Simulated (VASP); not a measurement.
# Sr (Pm-3m) in VASP: single point with LDA

Aim: the single point of Sr with LDA.

All numbers are computed with VASP 6.6.1; they aren't measurements. Logs are shortened: lines on timing, memory, paths and dates and some standing lists are left out, and cuts for length are marked.

### 1 The structure

The structure is cubic, space group Pm-3m (No. 221). Conventional cell: a = 3.682 Å, b = 3.682 Å, c = 3.682 Å, α = 90.00°, β = 90.00°, γ = 90.00°. Sr (site symmetry m-3m) is surrounded by 6 Sr at 3.68 Å.

The cell was built by a generator and needn't be a form met in nature.

### 2 Single point, LDA

INCAR reads:

```
PREC = Accurate
ENCUT = 520
EDIFF = 1E-6
ISMEAR = -1
SIGMA = 0.13605693000000002
LREAL = F
LASPH = T
NELM = 80
ALGO = Normal
ISIF = 2
LWAVE = F
LCHARG = F
NBANDS = 11
```

KPOINTS reads:

```
Automatic mesh
0
Gamma
  9 9 9
```

POSCAR reads:

```
Sr
1.0
    3.6820656330      0.0000000000      0.0000000000
    0.0000000000      3.6820656330      0.0000000000
    0.0000000000      0.0000000000      3.6820656330
Sr
1
Direct
    0.0000000000      0.0000000000      0.0000000000
```

Potentials or basis: VASP PAW LDA potentials, release 64 (Sr_sv).

On the command line:

```
$ cat potpaw_LDA.64/Sr_sv/POTCAR > POTCAR
$ mpirun -np 1 vasp_std > vasp.out
```

OUTCAR:

```text
PREC = Accurate
   ENCUT = 520
   EDIFF = 1E-6
   ISMEAR = -1
   LREAL = F
   LASPH = T
   NELM = 80
   ISIF = 2

 ion  position               nearest neighbor table
   1  0.000  0.000  0.000-

  LATTYP: Found a simple cubic cell.
 ALAT       =     3.6820656330

  Lattice vectors:

 A1 = (   3.6820656330,   0.0000000000,   0.0000000000)
 A2 = (   0.0000000000,   3.6820656330,   0.0000000000)
 A3 = (   0.0000000000,   0.0000000000,   3.6820656330)

Analysis of symmetry for initial positions (statically):
=====================================================================
 Subroutine PRICEL returns:
 Original cell was already a primitive cell.

 Routine SETGRP: Setting up the symmetry group for a
 simple cubic supercell.

 Subroutine GETGRP returns: Found 48 space group operations
 (whereof 48 operations were pure point group operations)
 out of a pool of 48 trial point group operations.

The static configuration has the point symmetry O_h .

Analysis of symmetry for dynamics (positions and initial velocities):
=====================================================================
 Subroutine PRICEL returns:
 Original cell was already a primitive cell.

 Routine SETGRP: Setting up the symmetry group for a
 simple cubic supercell.

 Subroutine GETGRP returns: Found 48 space group operations
 (whereof 48 operations were pure point group operations)
 out of a pool of 48 trial point group operations.

The dynamic configuration has the point symmetry O_h .

 Subroutine INISYM returns: Found 48 space group operations
 (whereof 48 operations are pure point group operations),
 and found     1 'primitive' translations

----------------------------------------------------------------------------------------

                                     Primitive cell

  volume of cell :      49.9200

  direct lattice vectors                    reciprocal lattice vectors
     3.682065633  0.000000000  0.000000000     0.271586685  0.000000000  0.000000000
     0.000000000  3.682065633  0.000000000     0.000000000  0.271586685  0.000000000
     0.000000000  0.000000000  3.682065633     0.000000000  0.000000000  0.271586685

  length of vectors
     3.682065633  3.682065633  3.682065633     0.271586685  0.271586685  0.271586685

  position of ions in fractional coordinates (direct lattice)
     0.000000000  0.000000000  0.000000000

  ion indices of the primitive-cell ions
   primitive index   ion index
                 1           1

----------------------------------------------------------------------------------------

 KPOINTS: Automatic mesh

Automatic generation of k-mesh.
 Grid dimensions read from file:
 generate k-points for:    9    9    9

 Generating k-lattice:

  Cartesian coordinates                     Fractional coordinates (reciprocal lattice)
     0.030176298  0.000000000  0.000000000     0.111111111  0.000000000  0.000000000
     0.000000000  0.030176298  0.000000000     0.000000000  0.111111111  0.000000000
     0.000000000  0.000000000  0.030176298     0.000000000  0.000000000  0.111111111

  Length of vectors
     0.030176298  0.030176298  0.030176298

  Shift w.r.t. Gamma in fractional coordinates (k-lattice)
     0.000000000  0.000000000  0.000000000

 Subroutine IBZKPT returns following result:
 ===========================================

 Found     35 irreducible k-points:

 Following reciprocal coordinates:
            Coordinates               Weight
  0.000000  0.000000  0.000000      1.000000
  0.111111  0.000000  0.000000      6.000000
  0.222222  0.000000  0.000000      6.000000
  0.333333  0.000000  0.000000      6.000000
  0.444444  0.000000  0.000000      6.000000
  0.111111  0.111111  0.000000     12.000000
[... 16 lines left out ...]
  0.333333  0.333333  0.111111     24.000000
  0.444444  0.333333  0.111111     48.000000
 [... further k-points ...]
   k-points           NKPTS =     35   k-points in BZ     NKDIM =     35   number of bands    NBANDS=     11
   number of dos      NEDOS =    301   number of ions     NIONS =      1
   total plane-waves  NPLWV =  21952
   dimension x,y,z NGX =    28 NGY =   28 NGZ =   28
   dimension x,y,z NGXF=    56 NGYF=   56 NGZF=   56
   ions per type =               1
   NGX,Y,Z   is equivalent  to a cutoff of  12.64, 12.64, 12.64 a.u.
   NGXF,Y,Z  is equivalent  to a cutoff of  25.28, 25.28, 25.28 a.u.
 SYSTEM =  unknown system
   PREC   = accura    normal or accurate (medium, high low for compatibility)
   ISTART =      0    job   : 0-new  1-cont  2-samecut
   ICHARG =      2    charge: 1-file 2-atom 10-const
   ISPIN  =      1    spin polarized calculation?
   LNONCOLLINEAR =      F non collinear calculations
   LSORBIT =      F    spin-orbit coupling
   LASPH  =      T    aspherical Exc in radial PAW
   ENCUT  =  520.0 eV  38.22 Ry    6.18 a.u.   6.85  6.85  6.85*2*pi/ulx,y,z
   NELM   =     80;   NELMIN=  2; NELMDL= -5     # of ELM steps
   EDIFF  = 0.1E-05   stopping-criterion for ELM
   LREAL  =      F    real-space projection
   EDIFFG = 0.1E-04   stopping-criterion for IOM
   NSW    =      0    number of steps for IOM
   IBRION =     -1    ionic relax: 0-MD 1-quasi-New 2-CG
   NFREE  =      0    steps in history (QN), initial steepest desc. (CG)
   ISIF   =      2    stress and relaxation
   ISYM   =      2    0-nonsym 1-usesym 2-fastsym
   POTIM  = 0.5000    time-step for ionic-motion
   TEBEG  =    0.0;   TEEND  =   0.0 temperature during run
   PSTRESS=    0.0 pullay stress
   NELECT =      10.0000    total number of electrons
   NUPDOWN=      -1.0000    fix difference up-down
   EMIN   =  10.00;   EMAX   =-10.00  energy-range for DOS
   EFERMI =   0.00;   METHOD = LEGACY
   ISMEAR =    -1;   SIGMA  =   0.14  broadening in eV -4-tet -1-fermi 0-gaus
   EFERMI_NEDOS =   21; number of points for ismear=-14 and -15
   IALGO  =     38    algorithm
   IMIX   =      4    mixing-type and parameters
     AMIX     =   0.40;   BMIX     =  1.00
     AMIX_MAG =   1.60;   BMIX_MAG =  1.00
  volume/ion in A,a.u.               =      49.92       336.88
  Fermi-wavevector in a.u.,A,eV,Ry     =   0.957892  1.810154 12.484127  0.917557
  Thomas-Fermi vector in A             =   2.086951
   LORBIT       =      0    0 simple, 1 ext, 2 COOP (PROOUT), +10 PAW based schemes
   GGA     = CA    functional components
   LHFCALC =     F    Hartree Fock is set to
   AEXX    =    0.0000 exact exchange contribution
   IVDW    =     0    specifies the selected vdW correction
   LEPSILON=     F    determine dielectric tensor
   LRPA    =     F    only Hartree local field effects (RPA)
 non-spin polarized calculation
  energy-cutoff  :      520.00
  volume of cell :       49.92
 maximum number of plane-waves:      1359
 NGX is ok and might be reduce to    28
   NGX = 13   NGY = 13   NGZ = 13

 number of electron      10.0000000 magnetization

 Free energy of the ion-electron system (eV)
  ---------------------------------------------------
  ext. energy  EPLUGINS =         0.00000000
  ---------------------------------------------------
  free energy    TOTEN  =        -1.54711509 eV

  energy without entropy =       -1.47650833  energy(sigma->0) =       -1.51181171

 E-fermi :   1.6119     XC(G=0):  -7.8474

 val. band max:        1.5711231079   @ k =   0.4444   0.3333   0.3333
 cond. band min:       1.6522812485   @ k =   0.4444   0.2222   0.0000
 fundamental gap:      0.0811581406
 Fermi energy:         1.6119376585

 k-point     1 :       0.0000    0.0000    0.0000
  band No.  band energies     occupation
      1     -34.8425      2.00000
      2     -16.7360      2.00000
      3     -16.7360      2.00000
      4     -16.7360      2.00000
      5      -1.9838      2.00000
      6       2.1622      0.03445
      7       2.1622      0.03445
      8       7.0109      0.00000
      9       7.0109      0.00000
     10       7.0109      0.00000
     11       9.7581      0.00000

 k-point     2 :       0.1111    0.0000    0.0000
  band No.  band energies     occupation
      1     -34.8387      2.00000
      2     -16.7895      2.00000
      3     -16.7315      2.00000
      4     -16.7315      2.00000
      5      -1.8001      2.00000
      6       2.2254      0.02178
      7       2.2752      0.01515
      8       6.5834      0.00000
      9       6.5834      0.00000
     10       7.0366      0.00000
     11       8.9544      0.00000

 k-point     3 :       0.2222    0.0000    0.0000
  band No.  band energies     occupation
      1     -34.8290      2.00000
      2     -16.9221      2.00000
      3     -16.7200      2.00000
      4     -16.7200      2.00000
      5      -1.2911      2.00000
      6       2.3956      0.00628
      7       2.4660      0.00375
      8       5.8380      0.00000
      9       5.8380      0.00000
     10       7.1031      0.00000
     11       7.9397      0.00000

 k-point     4 :       0.3333    0.0000    0.0000
  band No.  band energies     occupation
      1     -34.8180      2.00000
      2     -17.0680      2.00000
      3     -16.7069      2.00000
      4     -16.7069      2.00000
      5      -0.5627      2.00000
      6       2.3233      0.01067
      7       2.6105      0.00130
      8       5.2295      0.00000
      9       5.2295      0.00000
     10       7.1812      0.00000
     11       7.7688      0.00000
[... 239 lines left out ...]
 k-point    22 :       0.4444    0.2222    0.1111
  band No.  band energies     occupation
      1     -34.7940      2.00000
      2     -17.1294      2.00000
      3     -16.8700      2.00000
      4     -16.7328      2.00000
      5       0.9712      1.98214
      6       1.7712      0.47358
      7       3.4267      0.00000
      8       4.0089      0.00000
      9       5.4674      0.00000
     10       5.8675      0.00000
     11       8.6096      0.00000

 k-point    23 :       0.3333    0.3333    0.1111
  band No.  band energies     occupation
      1     -34.7903      2.00000
      2     -17.0253      2.00000
      3     -17.0155      2.00000
      4     -16.7284      2.00000
      5       0.7182      1.99720
      6       2.3133      0.01148
      7       3.5862      0.00000
      8       4.1828      0.00000
      9       5.2301      0.00000
     10       5.4965      0.00000
     11       8.9377      0.00000

 k-point    24 :       0.4444    0.3333    0.1111
  band No.  band energies     occupation
      1     -34.7833      2.00000
      2     -17.1094      2.00000
      3     -17.0082      2.00000
      4     -16.7197      2.00000
      5       1.1157      1.94919
      6       2.0885      0.05849
      7       3.7346      0.00000
      8       3.9812      0.00000
      9       5.4785      0.00000
     10       5.6918      0.00000
     11       8.6053      0.00000

 [... further k-points ...]

------------------------ aborting loop because EDIFF is reached ----------------------------------------

  FORCE on cell =-STRESS in cart. coord.  units (eV):
  Direction    XX          YY          ZZ          XY          YZ          ZX
  --------------------------------------------------------------------------------------
  -------------------------------------------------------------------------------------
  Total       -0.0324832     -0.0324832     -0.0324832      0.0000000      0.0000000     -0.0000000
  in kB       -1.0425449     -1.0425449     -1.0425449      0.0000000      0.0000000     -0.0000000
  external PRESSURE =      -1.0425449 kB  Pullay stress =       0.0000000 kB

 VOLUME and BASIS-vectors are now :
 -----------------------------------------------------------------------------
  energy-cutoff  :      520.00
  volume of cell :       49.92
      direct lattice vectors                 reciprocal lattice vectors
     3.682065633  0.000000000  0.000000000     0.271586685  0.000000000  0.000000000
     0.000000000  3.682065633  0.000000000     0.000000000  0.271586685  0.000000000
     0.000000000  0.000000000  3.682065633     0.000000000  0.000000000  0.271586685

 POSITION                                       TOTAL-FORCE (eV/Angst)
 -----------------------------------------------------------------------------------
      0.00000      0.00000      0.00000         0.000000      0.000000      0.000000
 -----------------------------------------------------------------------------------
    total drift:                               -0.000000     -0.000000     -0.000000

  FREE ENERGIE OF THE ION-ELECTRON SYSTEM (eV)
  ---------------------------------------------------
  free  energy   TOTEN  =        -1.5471150904 eV

  energy  without entropy=       -1.4765083329  energy(sigma->0) =       -1.51181171
```

Run time: 16 s. Hardware: 1 thread of Intel Xeon Platinum 8488C (Sapphire Rapids), shared host; peak memory 0.14 GiB.

What came out:

| Property | Result |
| --- | --- |
| Free energy | -1.5471 eV |
| Pressure | -0.1 GPa |
| Band gap on the k mesh | none (metal or under the smearing width) |
